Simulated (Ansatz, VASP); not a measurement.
# Two plane-wave programs on Si

File INCAR:

```
SYSTEM = Si
PREC     = Accurate       ! precision mode
ENCUT    = 600            ! plane-wave cutoff, eV
EDIFF    = 1E-7           ! SCF threshold, eV
ISMEAR   = 0              ! smearing method
SIGMA    = 0.02           ! smearing width, eV
LREAL    = .False.        ! projectors in reciprocal space
LASPH    = .True.         ! aspherical terms in the spheres
NELM     = 80             ! most SCF steps
ALGO     = Normal         ! electronic algorithm
ISIF     = 3              ! what is computed and relaxed
LWAVE    = .False.        ! write WAVECAR
LCHARG   = .False.        ! write CHGCAR
GGA      = PS             ! functional
IBRION   = 2              ! ionic algorithm
NSW      = 100            ! ionic steps
EDIFFG   = -0.005         ! ionic threshold
```

Contents of KPOINTS:

```
regular mesh
0
Gamma
  12 12 12
  0 0 0
```

POSCAR

```
Si
1.0
    0.0000000000      2.7169171024      2.7169171024
    2.7169171024      0.0000000000      2.7169171024
    2.7169171024      2.7169171024      0.0000000000
Si
2
Direct
    0.7500000000      0.7500000000      0.7500000000
    0.5000000000      0.5000000000      0.5000000000
```

Input for Ansatz:

```yaml
crystal:
  lattice:
    - [0.0, 2.7169171024, 2.7169171024]
    - [2.7169171024, 0.0, 2.7169171024]
    - [2.7169171024, 2.7169171024, 0.0]
  atoms:
    - { symbol: Si, position: [0.75, 0.75, 0.75] }
    - { symbol: Si, position: [0.5, 0.5, 0.5] }
basis:
  ecutwfc: 420
kpoints:
  mp_grid: { grid: [12, 12, 12] }
hamiltonian:
  xc: pbesol
scf:
  occupations: { method: gaussian, width: 0.02 }
output:
  forces: true
  stress: true
  eigenvalues: true
  write_density: true
  write_potential: true
  elf: true
  volumetric_format: npy
relax:
  adjacent_minimum: "off"
  f_tol: 0.005
  max_steps: 80
  cell: { stress_tol: 0.05 }
```

Alike in both runs: task relaxation of cell and atoms; functional PBEsol; k mesh 12 × 12 × 12; occupations gaussian, width 0.02 eV; no spin polarisation.

|  | VASP | Ansatz |
| --- | --- | --- |
| version | VASP 6.6.1 | Ansatz 0.2.0 |
| potentials or method | VASP PAW PBE potentials, release 64 (Si) | scalar-relativistic, plane waves, PAW |
| plane-wave cutoff (eV) | 600 | 420 |
| valence electrons in the cell | 8 | 8 |

Ansatz gave:

| Item | Value |
| --- | --- |
| gap on the k mesh at the Fermi level, each at its own relaxed structure (eV) | 0.46 |
| relaxed volume (Å³/atom) | 20.06 |
| relaxed cell length with the largest relative difference (Å) | 3.842 |

Question: Which values does VASP return?

Answer: gap on the k mesh at the Fermi level, each at its own relaxed structure (eV): 0.46; relaxed volume (Å³/atom): 20.08; relaxed cell length with the largest relative difference (Å): 3.844.

Caveats: the PAW data sets were made with another functional, which shifts forces and pressure a little (VASP).
